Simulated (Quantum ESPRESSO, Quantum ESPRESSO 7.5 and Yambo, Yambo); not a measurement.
**A GW chain in Yambo: RbBr (Fm-3m)**

How does a plane-wave GW calculation on RbBr (Fm-3m) run from the first input to the gap?

Program: Quantum ESPRESSO 7.5 and Yambo 5.3.0. Level of theory: PBE and many-body steps on it, plane waves. Results are calculated unless marked as measured.

Most raw output is cut from this account.

The database entry behind the starting cell differs from later determinations by our own check (about 0.5 % short), so it need not match the best structure at ambient conditions.

### 1. Set-up

The structure is cubic, space group Fm-3m (No. 225). Conventional cell: a = 6.854 Å, b = 6.854 Å, c = 6.854 Å, α = 90.00°, β = 90.00°, γ = 90.00°. Nearest to Rb lie 6 Br at 3.43 Å. Nearest to Br lie 6 Rb at 3.43 Å. Farther neighbours and most contacts between anions are not listed.

The cell and positions come from the Crystallography Open Database and are kept as given unless a step says otherwise.

### 2. Ground state

This step: Quantum ESPRESSO 7.5; DFT, PBE, plane waves, norm-conserving pseudopotentials.

The ground-state density comes first.

pw.in reads:

```
&control
  calculation = 'scf'
  prefix = 'x'
  outdir = 'o'
  pseudo_dir = 'pseudo'
/
&system
  ibrav = 0
  nat = 2
  ntyp = 2
  ecutwfc = 76.0
  nbnd = 18
  force_symmorphic = .true.
/
&electrons
  conv_thr = 1e-10
  electron_maxstep = 80
  mixing_beta = 0.5
/
ATOMIC_SPECIES
  Rb 85.468 Rb.upf
  Br 79.904 Br.upf
CELL_PARAMETERS angstrom
  0.0000000000 3.4270000000 3.4270000000
  3.4270000000 0.0000000000 3.4270000000
  3.4270000000 3.4270000000 -0.0000000000
ATOMIC_POSITIONS crystal
  Rb 0.0000000000 0.0000000000 0.0000000000
  Br 0.5000000000 0.5000000000 0.5000000000
K_POINTS automatic
  6 6 6 0 0 0
```

Run with:

```bash
> OMP_NUM_THREADS=1 mpirun -n 4 pw.x -nk 4 -in pw.in > pw.out
```

The job ended after 24 s (4 MPI ranks of Arm Neoverse N1, shared host; peak memory 0.33 GiB; 95 s of CPU time).

This step gave:

| Quantity | Value |
| --- | --- |
| total energy | -4424.0687 eV |
| gap | 4.364 eV |
| k of the valence top | 0, 0, 0 |
| k of the conduction bottom | 0, 0, 0 |
| least direct gap | 4.364 eV |

The gap is direct, at Γ.

### 3. Bands along the symmetry lines

The cheap functional maps the bands first; the places of the edges decide which points the dearer methods must see.

pw.in reads:

```
&control
  calculation = 'bands'
  prefix = 'x'
  outdir = 'o'
  pseudo_dir = 'pseudo'
/
&system
  ibrav = 0
  nat = 2
  ntyp = 2
  ecutwfc = 76.0
  nbnd = 19
  force_symmorphic = .true.
/
&electrons
  conv_thr = 1e-9
  electron_maxstep = 80
  diago_full_acc = .true.
  diago_thr_init = 5e-6
/
ATOMIC_SPECIES
  Rb 85.468 Rb.upf
  Br 79.904 Br.upf
CELL_PARAMETERS angstrom
  0.0000000000 3.4270000000 3.4270000000
  3.4270000000 0.0000000000 3.4270000000
  3.4270000000 3.4270000000 -0.0000000000
ATOMIC_POSITIONS crystal
  Rb 0.0000000000 0.0000000000 0.0000000000
  Br 0.5000000000 0.5000000000 0.5000000000
K_POINTS crystal
  50
  0.00000000 0.00000000 0.00000000 1
  0.06250000 0.00000000 0.06250000 1
  0.12500000 0.00000000 0.12500000 1
  0.18750000 0.00000000 0.18750000 1
  0.25000000 0.00000000 0.25000000 1
  0.31250000 0.00000000 0.31250000 1
  0.37500000 0.00000000 0.37500000 1
  0.43750000 0.00000000 0.43750000 1
  0.50000000 0.00000000 0.50000000 1
  0.51562500 0.03125000 0.51562500 1
  0.53125000 0.06250000 0.53125000 1
  0.54687500 0.09375000 0.54687500 1
  0.56250000 0.12500000 0.56250000 1
  0.57812500 0.15625000 0.57812500 1
  0.59375000 0.18750000 0.59375000 1
  0.60937500 0.21875000 0.60937500 1
  0.62500000 0.25000000 0.62500000 1
  0.37500000 0.37500000 0.75000000 1
  0.32812500 0.32812500 0.65625000 1
  0.28125000 0.28125000 0.56250000 1
  0.23437500 0.23437500 0.46875000 1
  0.18750000 0.18750000 0.37500000 1
  0.14062500 0.14062500 0.28125000 1
  0.09375000 0.09375000 0.18750000 1
  0.04687500 0.04687500 0.09375000 1
  0.00000000 0.00000000 0.00000000 1
  0.06250000 0.06250000 0.06250000 1
  0.12500000 0.12500000 0.12500000 1
  0.18750000 0.18750000 0.18750000 1
  0.25000000 0.25000000 0.25000000 1
  0.31250000 0.31250000 0.31250000 1
  0.37500000 0.37500000 0.37500000 1
  0.43750000 0.43750000 0.43750000 1
  0.50000000 0.50000000 0.50000000 1
  0.50000000 0.46875000 0.53125000 1
  0.50000000 0.43750000 0.56250000 1
  0.50000000 0.40625000 0.59375000 1
  0.50000000 0.37500000 0.62500000 1
  0.50000000 0.34375000 0.65625000 1
  0.50000000 0.31250000 0.68750000 1
  0.50000000 0.28125000 0.71875000 1
  0.50000000 0.25000000 0.75000000 1
  0.50000000 0.21875000 0.71875000 1
  0.50000000 0.18750000 0.68750000 1
  0.50000000 0.15625000 0.65625000 1
  0.50000000 0.12500000 0.62500000 1
  0.50000000 0.09375000 0.59375000 1
  0.50000000 0.06250000 0.56250000 1
  0.50000000 0.03125000 0.53125000 1
  0.50000000 0.00000000 0.50000000 1
```

It took 23 s on 4 MPI ranks; peak memory 0.27 GiB; 93 s of CPU time.

This step gave:

```
gap                        : 4.364 eV
k of the valence top       : 0, 0, 0
k of the conduction bottom : 0, 0, 0
least direct gap           : 4.364 eV
```

The gap is 4.364 eV, as in the run before at this level.

The electronic bands at the labelled points (eV, zero at the top of the highest filled band):

| point | band 10 | band 11 | band 12 | band 13 | band 14 | band 15 | band 16 | band 17 |
| --- | --- | --- | --- | --- | --- | --- | --- | --- |
| Γ | -8.49 | 0.00 | 0.00 | 0.00 | 4.36 | 7.29 | 7.29 | 7.29 |
| halfway | -8.49 | -0.60 | -0.10 | -0.10 | 5.72 | 6.25 | 8.62 | 8.76 |
| X | -8.57 | -0.47 | -0.16 | -0.16 | 5.62 | 7.13 | 9.20 | 9.21 |
| halfway | -8.55 | -0.46 | -0.26 | -0.19 | 5.82 | 7.40 | 8.82 | 9.28 |
| U | -8.52 | -0.49 | -0.41 | -0.26 | 6.35 | 8.13 | 8.16 | 8.87 |
| jump to K | -8.52 | -0.49 | -0.41 | -0.26 | 6.35 | 8.13 | 8.16 | 8.87 |
| halfway | -8.46 | -0.67 | -0.28 | -0.15 | 6.03 | 6.99 | 8.06 | 8.81 |
| Γ | -8.49 | 0.00 | 0.00 | 0.00 | 4.36 | 7.29 | 7.29 | 7.29 |
| halfway | -8.47 | -0.56 | -0.18 | -0.18 | 5.63 | 7.15 | 8.01 | 8.01 |
| L | -8.45 | -0.99 | -0.35 | -0.35 | 6.82 | 7.72 | 9.49 | 9.49 |
| halfway | -8.47 | -0.76 | -0.35 | -0.33 | 6.98 | 7.42 | 8.88 | 9.00 |
| W | -8.48 | -0.49 | -0.35 | -0.35 | 7.09 | 7.09 | 8.27 | 8.62 |
| halfway | -8.52 | -0.44 | -0.33 | -0.22 | 6.02 | 7.60 | 8.43 | 9.14 |
| X | -8.57 | -0.47 | -0.16 | -0.16 | 5.62 | 7.13 | 9.20 | 9.21 |

### 4. Empty states on the mesh, 4×4×4 mesh, 348 bands

The sums over transitions need many empty states on a uniform mesh; this step solves for them.

pw.in reads:

```
&control
  calculation = 'nscf'
  prefix = 'x'
  outdir = 'o'
  pseudo_dir = 'pseudo'
/
&system
  ibrav = 0
  nat = 2
  ntyp = 2
  ecutwfc = 76.0
  nbnd = 348
  force_symmorphic = .true.
/
&electrons
  conv_thr = 1e-9
  electron_maxstep = 80
  diago_full_acc = .true.
  diago_thr_init = 5e-6
/
ATOMIC_SPECIES
  Rb 85.468 Rb.upf
  Br 79.904 Br.upf
CELL_PARAMETERS angstrom
  0.0000000000 3.4270000000 3.4270000000
  3.4270000000 0.0000000000 3.4270000000
  3.4270000000 3.4270000000 -0.0000000000
ATOMIC_POSITIONS crystal
  Rb 0.0000000000 0.0000000000 0.0000000000
  Br 0.5000000000 0.5000000000 0.5000000000
K_POINTS automatic
  4 4 4 0 0 0
```

The job ended after 1.7 min (4 MPI ranks; peak memory 0.96 GiB; 7 min of CPU time).

This step gave:

```yaml
gap: 4.364 eV
k_of_the_valence_top: 0, 0, 0
k_of_the_conduction_bottom: 0, 0, 0
least_direct_gap: 4.364 eV
k_points_computed: 8
lowest_point_of_the_top_converged_band_above_the_valence_top: 146.0202 eV
```

On this mesh the gap is 4.364 eV.

### 5. Conversion and set-up

This step: Yambo 5.3.0; conversion and set-up on PBE, plane waves, norm-conserving pseudopotentials.

The states are converted to the many-body program's format and the q mesh is built.

Run with:

```bash
> (cd o/x.save; p2y > p2y.log; mv SAVE ../..); yambo > setup.log
```

Elapsed: 4.7 s, on 1 MPI rank; peak memory 0.26 GiB.

### 6. Screening and self-energy, 4×4×4 mesh, 348 bands, screening to 244.9 eV

G0W0 replaces the xc potential by the self-energy, built once from these orbitals. Only a window of levels is corrected, while the sums run over the empty bands that the input names.

This step: G0W0 on PBE, plane waves, norm-conserving pseudopotentials.

gw3.in reads:

```
HF_and_locXC
gw0
dyson
ppa
em1d
rim_cut
RandQpts= 1000000
RandGvec= 1 RL
EXXRLvcs= 76 Ry
VXCRLvcs= 304 Ry
Chimod= "HARTREE"
% BndsRnXp
 1 | 348 |
%
NGsBlkXp= 18 Ry
% LongDrXp
 1 | 1 | 1 |
%
% GbndRnge
 1 | 348 |
%
DysSolver= "n"
ExtendOut
PPAPntXp= 27.21138 eV
% QPkrange
 1 | 1 | 12 | 15 |
%
```

Run with:

```bash
> OMP_NUM_THREADS=1 mpirun -n 4 yambo -F gw3.in -J gw3 -C gw3 > gw3.log
```

The job ended after 32 min (4 MPI ranks; peak memory 2.9 GiB; 2.1 h of CPU time).

This step gave:

- G0W0 gap on the points computed: 7.639 eV
- starting gap on the mesh: 4.364 eV
- k of the valence top: 0, 0, 0
- k of the conduction bottom: 0, 0, 0
- least direct G0W0 gap on the computed points: 7.639 eV
- Z at the valence top: 0.8257
- Z at the conduction bottom: 0.8763

The gap on the mesh goes from 4.36 eV to 7.64 eV, a correction of +3.27 eV.

Limits: finite bands, cutoff and mesh; no spin-orbit coupling. v1 is the top filled band, c1 the lowest empty one. The levels before and after the correction (eV, zero at the valence-band top of each column):

|  | conduction bottom | valence top |
| --- | --- | --- |
| Kohn-Sham | 4.36 | 0.00 |
| G0W0 | 7.64 | 0.00 |

|  | level | energy (eV) |
| --- | --- | --- |
| Kohn-Sham | Γ v2-v1 | 0.000 |
| Kohn-Sham | Γ c1 | 4.364 |
| Kohn-Sham | Γ c2 | 7.287 |
| G0W0 | Γ v2-v1 | 0.000 |
| G0W0 | Γ c1 | 7.639 |
| G0W0 | Γ c2 | 11.180 |

### 7. Where the time went

Times are wall times on the hardware named with each run, good to a factor of about two.

| step | time | share | memory (GiB) |
| --- | --- | --- | --- |
| ground state | 24 s | 1 % | 0.33 |
| bands along the symmetry lines | 23 s | 1 % | 0.27 |
| empty states on the mesh | 1.7 min | 5 % | 0.96 |
| conversion and set-up | 4.7 s | 0 % | 0.26 |
| screening and self-energy | 32 min | 92 % | 2.9 |

### 8. Results

| Property | Result |
| --- | --- |
| PBE gap | 4.36 eV, direct |
| G0W0 gap on the mesh | 7.64 eV |
| GW settings | 4×4×4 mesh, 348 bands, screening to 244.9 eV, Godby-Needs plasmon pole |
| known limits | not at the basis limit; no spin-orbit coupling |

In words: G0W0 moves the gap on the mesh from 4.36 eV to 7.64 eV (+3.27 eV), with Z of 0.83 and 0.88 at the edges. Only 1 of the mesh's irreducible points was corrected, so a valley elsewhere could overtake. The dearest step here is «screening and self-energy». Bands and cutoff are finite, so the gap is not at the basis limit. The miss can reach some tenths of an eV and take either sign; the mesh is an error of its own. In the G0W0 run levels were corrected at 1 k point alone, so a gap called «on the mesh» is the least over those, and an edge elsewhere would be missed. The many-body steps are scalar-relativistic: spin-orbit coupling is not in them.

[Paths, hosts, dates, memory and timing lines, banners, echoed tables and standing remarks are left out of the program output.]

[Logs are printed without paths, hosts, clocks, repeated set-up lines and the standing remarks that a program may print on its own settings, such as how far it seeks lower states.]

[Runs of the session that timed out or met a known fault of the program may be left out.]

[Hosts, paths, dates, database ids (printed as entryN), source tags and the programs' standing remarks are cut or masked in the printed files.]
